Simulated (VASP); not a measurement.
Input of a VASP 6.6.1 run:

The input INCAR:

```
PREC = Accurate
ENCUT = 520
EDIFF = 1E-7
ISMEAR = 0
SIGMA = 0.1
LREAL = F
LASPH = T
NELM = 100
ALGO = Normal
ISIF = 2
LWAVE = F
LCHARG = F
GGA = PE
NBANDS = 28
```

The input KPOINTS:

```
regular mesh
0
Gamma
  4 4 6
```

Contents of POSCAR:

```
Pd
1.0
    4.6354873017      0.0000000000      0.0000000000
    0.0000000000      4.6348189870      0.0000000000
    0.0000000000      0.0000000000      2.8722694429
Pd
4
Direct
    0.2494535445      0.2500000000      0.5000251257
    0.7505464555      0.7500000000      0.4999748743
    0.2505464555      0.7500000000      0.0000251257
    0.7494535445      0.2500000000      0.9999748743
```

Potentials or basis: VASP PAW PBE potentials, release 64 (Pd).

Command:

```bash
$ cat potpaw_PBE.64/Pd/POTCAR > POTCAR
$ mpirun -np 1 vasp_std > vasp.out
```

Problem. What does it give for the band gap on the k mesh?

Solution. None (metal or under the smearing width).

Problem. Estimate the pressure.

Solution. -0.3 GPa.

Caveat: the k mesh is coarse (spacing up to 0.36 Å⁻¹), so the values aren't converged.
